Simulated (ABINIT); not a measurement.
# C in ABINIT: single point with LDA-Teter

Aim: the single point of C with LDA-Teter.

All numbers are computed with ABINIT 10.8.3 (patched build); they aren't measurements. Logs are shortened: lines on timing, memory, paths and dates and some standing lists are left out, and cuts for length are marked. The log counts tension as positive stress, the text compression.

### Step 1. The undisturbed slab

The cell holds a slab with vacuum, 4 atoms: a = 2.456 Å, b = 2.456 Å, c = 24.134 Å, α = 90.00°, β = 90.00°, γ = 120.00°.

The slab is cut from a database's or a generator's crystal, which needn't be the stable form of the element.

### Step 2. Single point, LDA-Teter (atoms moved at random)

Input file run.abi:

```
pp_dirpath "./"
pseudos "C.upf"

acell 3*1.0 Angstrom
rprim
     2.4562275060     0.0000000000     0.0000000000
    -1.2281137530     2.1271554177     0.0000000000
     0.0000000000     0.0000000000    24.1339601687
ntypat 1
znucl 6
natom 4
typat 1 1 1 1
xcart
     1.1364055866     0.8395627175    13.7225697519
    -0.0311105776     1.5508239288    10.2885002916
     0.2404462511    -0.0561973190    10.3968135048
     0.0230136236     0.0102337447    13.8870185565 Angstrom
chkprim 0
chksymtnons 0
tolsym 1.0e-6

ecut 31.0

kptopt 1
ngkpt 9 9 2
nshiftk 1
shiftk 0.0 0.0 0.0

ixc 1

nband 12
occopt 3
tsmear 0.00183747

nstep 100
tolvrs 1.0e-10

iomode 3
prtwf 0
prtden 0
prteig 0
prtebands 0
enunit 1
```

Potentials or basis: PseudoDojo NC SR LDA v0.4.1 standard.

Launch:

```
$ abinit run.abi > log 2>&1
```

run.abo:

```text
.Version 10.8.3 of ABINIT
 Symmetries : space group P1 (#  1); Bravais aP (primitive triclinic)
================================================================================
 Values of the parameters that define the memory need of the present run
     intxc =       0    ionmov =       0      iscf =       7    lmnmax =       4
     lnmax =       4     mgfft =     240  mpssoang =       2    mqgrid =   11431
     natom =       4  nloc_mem =       1    nspden =       1   nspinor =       1
    nsppol =       1      nsym =       1    n1xccc =    2501    ntypat =       1
    occopt =       3   xclevel =       1
       mpw =        7052          nfft =      138240          nkpt =          82
================================================================================
================================================================================

--------------------------------------------------------------------------------
------------- Echo of variables that govern the present computation ------------
--------------------------------------------------------------------------------
 -outvars: echo values of preprocessed input variables --------
            acell      1.8897261259E+00  1.8897261259E+00  1.8897261259E+00 Bohr
              amu      1.20110000E+01
          chkprim           0
      chksymtnons           0
             ecut      3.10000000E+01 Hartree
           enunit           1
                       outvar_i_n : Printing only first  50 k-points.
                       outvar_i_n : Printing only first  50 k-points.
         kptrlatt        9    0    0      0    9    0      0    0    2
          kptrlen      4.17743756E+01
            natom           4
            nband          12
            ngfft          24      24     240
             nkpt          82
            nstep         100
             nsym           1
           ntypat           1
                       prtocc : prtvol=0, do not print more k-points.
           occopt           3
           prtden           0
        prtebands           0
           prteig           0
            prtwf           0
            rprim      2.4562275060E+00  0.0000000000E+00  0.0000000000E+00
                      -1.2281137530E+00  2.1271554177E+00  0.0000000000E+00
                       0.0000000000E+00  0.0000000000E+00  2.4133960169E+01
          spgroup           1
           tolsym      1.00000000E-06
           tolvrs      1.00000000E-10
           tsmear      1.83747000E-03 Hartree
            typat      1  1  1  1
                       outvars : Printing only first  50 k-points.
           xangst      1.1364055866E+00  8.3956271750E-01  1.3722569752E+01
                      -3.1110577600E-02  1.5508239288E+00  1.0288500292E+01
                       2.4044625110E-01 -5.6197319000E-02  1.0396813505E+01
                       2.3013623600E-02  1.0233744700E-02  1.3887018556E+01
            xcart      2.1474953266E+00  1.5865436016E+00  2.5931898575E+01
                      -5.8790471283E-02  2.9306324949E+00  1.9442447797E+01
                       4.5437756258E-01 -1.0619754192E-01  1.9647130106E+01
                       4.3489445769E-02  1.9338974725E-02  2.6242661777E+01
             xred      6.6000700000E-01  3.9468800000E-01  5.6860000000E-01
                       3.5186399999E-01  7.2905999999E-01  4.2630800000E-01
                       8.4682999983E-02 -2.6419000009E-02  4.3079600000E-01
                       1.1774999989E-02  4.8109999932E-03  5.7541400000E-01
            znucl        6.00000

================================================================================

 chkinp: Checking input parameters for consistency.

================================================================================
== DATASET  1 ==================================================================

--- !DatasetInfo
iteration_state: {dtset: 1, }
dimensions: {natom: 4, nkpt: 82, mband: 12, nsppol: 1, nspinor: 1, nspden: 1, mpw: 7052, }
cutoff_energies: {ecut:  31.0, pawecutdg:  -1.0, }
electrons: {nelect:   1.60000000E+01, charge:   0.00000000E+00, occopt:   3.00000000E+00, tsmear:   1.83747000E-03, }
meta: {optdriver: 0, ionmov: 0, optcell: 0, iscf: 7, paral_kgb: 0, }
...

 Exchange-correlation functional for the present dataset will be:
  LDA: new Teter (4/93) with spin-polarized option - ixc=1
  S. Goedecker, M. Teter, J. Huetter, PRB 54, 1703 (1996)

 Real(R)+Recip(G) space primitive vectors, cartesian coordinates (Bohr,Bohr^-1):
 R(1)=  4.6415973  0.0000000  0.0000000  G(1)=  0.2154431  0.1243861  0.0000000
 R(2)= -2.3207986  4.0197412  0.0000000  G(2)=  0.0000000  0.2487722  0.0000000
 R(3)=  0.0000000  0.0000000 45.6065751  G(3)=  0.0000000  0.0000000  0.0219267
 Unit cell volume ucvol=  8.5092838E+02 bohr^3
 Angles (23,13,12)=  9.00000000E+01  9.00000000E+01  1.20000000E+02 degrees
[... 87 lines left out ...]

--- !ResultsGS
iteration_state: {dtset: 1, }
comment   : Summary of ground state results
lattice_vectors:
- [  4.6415973,   0.0000000,   0.0000000, ]
- [ -2.3207986,   4.0197412,   0.0000000, ]
- [  0.0000000,   0.0000000,  45.6065751, ]
lattice_lengths: [   4.64160,    4.64160,   45.60658, ]
lattice_angles: [ 90.000,  90.000, 120.000, ] # degrees, (23, 13, 12)
lattice_volume:   8.5092838E+02
convergence: {deltae: -4.224E-12, res2:  3.100E-11, residm:  2.238E-07, diffor: null, }
etotal    :  -2.39313127E+01
entropy   :   0.00000000E+00
fermie    :  -5.46232019E-02
cartesian_stress_tensor: # hartree/bohr^3
- [ -6.61880036E-04,   3.31620905E-04,   1.52745865E-04, ]
- [  3.31620905E-04,  -3.04600458E-04,  -1.14287064E-04, ]
- [  1.52745865E-04,  -1.14287064E-04,   6.09969166E-05, ]
pressure_GPa:   8.8801E+00
xred      :
- [  6.6001E-01,   3.9469E-01,   5.6860E-01,  C]
- [  3.5186E-01,   7.2906E-01,   4.2631E-01,  C]
- [  8.4683E-02,  -2.6419E-02,   4.3080E-01,  C]
- [  1.1775E-02,   4.8110E-03,   5.7541E-01,  C]
cartesian_forces: # hartree/bohr
- [  8.02375182E-02,  -1.21325152E-01,   4.72653381E-02, ]
- [  5.05207319E-01,  -2.88047339E-01,  -3.15212487E-03, ]
- [ -5.04968602E-01,   2.87951468E-01,   3.71733344E-03, ]
- [ -8.04762355E-02,   1.21421023E-01,  -4.78305466E-02, ]
force_length_stats: {min:   1.52943990E-01, max:   5.81563101E-01, mean:   3.67284854E-01, }
...

 Integrated electronic density in atomic spheres:
 ------------------------------------------------
 Atom  Sphere_radius  Integrated_density
    1        2.00000          4.79748158
    2        2.00000          5.01827708
    3        2.00000          5.00823305
    4        2.00000          4.78822979
================================================================================

 ----iterations are completed or convergence reached----

 Mean square residual over all n,k,spin=   61.460E-11; max=  22.378E-08
 reduced coordinates (array xred) for    4 atoms
       0.660006999996      0.394687999999      0.568599999999
       0.351863999990      0.729059999987      0.426308000000
       0.084682999983     -0.026419000009      0.430795999999
       0.011774999989      0.004810999993      0.575413999999
 rms dE/dt=  1.6455E+00; max dE/dt=  2.3439E+00; dE/dt below (all hartree)
    1      -0.372430247537      0.673910829210     -2.155610198887
    2      -2.344968922725      2.330360202184      0.143757609015
    3       2.343860891249     -2.329420820802     -0.169534856893
    4       0.373538276033     -0.674850225856      2.181387404659

 cartesian coordinates (angstrom) at end:
    1      1.13640558660000     0.83956271750000    13.72256975190000
    2     -0.03111057760000     1.55082392880000    10.28850029160000
    3      0.24044625110000    -0.05619731900000    10.39681350480000
    4      0.02301362360000     0.01023374470000    13.88701855650000

 cartesian forces (hartree/bohr) at end:
    1      0.08023751816073    -0.12132515239305     0.04726533807644
    2      0.50520731891254    -0.28804733862077    -0.00315212487183
    3     -0.50496860152354     0.28795146826348     0.00371733343650
    4     -0.08047623554973     0.12142102275034    -0.04783054664112
 frms,max,avg= 2.4546519E-01 5.0520732E-01   1.605E-10  1.042E-09  2.308E-10 h/b

 cartesian forces (eV/Angstrom) at end:
    1      4.12597907579209    -6.23879017716169     2.43048140550640
    2     25.97880486027203   -14.81198969297840    -0.16208877796275
    3    -25.96652951857858    14.80705984099340     0.19115297093335
    4     -4.13825441748553     6.24372002914669    -2.45954559847701
 frms,max,avg= 1.2622328E+01 2.5978805E+01   8.255E-09  5.358E-08  1.187E-08 e/A
 length scales=  1.889726125908  1.889726125908  1.889726125908 bohr
              =  1.000000000000  1.000000000000  1.000000000000 angstroms
 Fermi (or HOMO) energy (eV) =  -1.48637   Average Vxc (eV)=  -3.40173
 Eigenvalues (   eV  ) for nkpt=  82  k points:
 kpt#   1, nband= 12, wtk=  0.00617, kpt=  0.0000  0.0000  0.0000 (reduced coord)
 -21.43977  -21.01376  -10.21553   -9.18343   -8.64011   -6.73446   -1.75999    0.34698
   0.49956    1.39265    1.99353    2.60176
 prteigrs : prtvol=0 or 1, do not print more k-points.

--- !EnergyTerms
iteration_state     : {dtset: 1, }
comment             : Components of total free energy in Hartree
kinetic             :  1.73546055169419E+01
hartree             :  1.86215846483856E+02
xc                  : -8.62139791496983E+00
Ewald energy        :  1.67534499824684E+02
psp_core            :  3.27249543011668E-01
local_psp           : -3.85400098448637E+02
non_local_psp       : -1.34190558347301E+00
internal            : -2.39312005785864E+01
'-kT*entropy'       : -1.12101754035933E-04
total_energy        : -2.39313126803404E+01
total_energy_eV     : -6.51204192718085E+02
band_energy         : -6.43884006870206E+00
...

 Cartesian components of stress tensor (hartree/bohr^3)
  sigma(1 1)= -6.61880036E-04  sigma(3 2)= -1.14287064E-04
  sigma(2 2)= -3.04600458E-04  sigma(3 1)=  1.52745865E-04
  sigma(3 3)=  6.09969166E-05  sigma(2 1)=  3.31620905E-04

-Cartesian components of stress tensor (GPa)         [Pressure=  8.8801E+00 GPa]
- sigma(1 1)= -1.94731830E+01  sigma(3 2)= -3.36244151E+00
- sigma(2 2)= -8.96165487E+00  sigma(3 1)=  4.49393851E+00
- sigma(3 3)=  1.79459125E+00  sigma(2 1)=  9.75662387E+00

== END DATASET(S) ==============================================================
================================================================================

 -outvars: echo values of variables after computation  --------
            acell      1.8897261259E+00  1.8897261259E+00  1.8897261259E+00 Bohr
           etotal     -2.3931312680E+01
            fcart      8.0237518161E-02 -1.2132515239E-01  4.7265338076E-02
                       5.0520731891E-01 -2.8804733862E-01 -3.1521248718E-03
                      -5.0496860152E-01  2.8795146826E-01  3.7173334365E-03
                      -8.0476235550E-02  1.2142102275E-01 -4.7830546641E-02
            rprim      2.4562275060E+00  0.0000000000E+00  0.0000000000E+00
                      -1.2281137530E+00  2.1271554177E+00  0.0000000000E+00
                       0.0000000000E+00  0.0000000000E+00  2.4133960169E+01
           strten     -6.6188003553E-04 -3.0460045791E-04  6.0996916639E-05
                      -1.1428706388E-04  1.5274586530E-04  3.3162090501E-04
           xangst      1.1364055866E+00  8.3956271750E-01  1.3722569752E+01
                      -3.1110577600E-02  1.5508239288E+00  1.0288500292E+01
                       2.4044625110E-01 -5.6197319000E-02  1.0396813505E+01
                       2.3013623600E-02  1.0233744700E-02  1.3887018556E+01
             xred      6.6000700000E-01  3.9468800000E-01  5.6860000000E-01
                       3.5186399999E-01  7.2905999999E-01  4.2630800000E-01
                       8.4682999983E-02 -2.6419000009E-02  4.3079600000E-01
                       1.1774999989E-02  4.8109999932E-03  5.7541400000E-01
 Calculation completed.
```

Wall time 7.6 min (1 thread of AMD EPYC 9R45 (Zen 5), shared host); peak memory 0.19 GiB.

What came out:

| Item | Value |
| --- | --- |
| Free energy | -651.2042 eV |
| Largest force | 29.905 eV/Å |
| Band gap on the k mesh | none (metal or under the smearing width) |
| All electrons inside the program's atomic spheres | C 4.80, 5.02, 5.01, 4.79 (radii [1.0584] Å) |

Forces in eV/Å, atoms in the order of the input:
```
C     4.126  -6.239   2.430
C    25.979 -14.812  -0.162
C   -25.967  14.807   0.191
C    -4.138   6.244  -2.460
```

Caveat: the cutoff is too short for stress, so the log's stress isn't used.
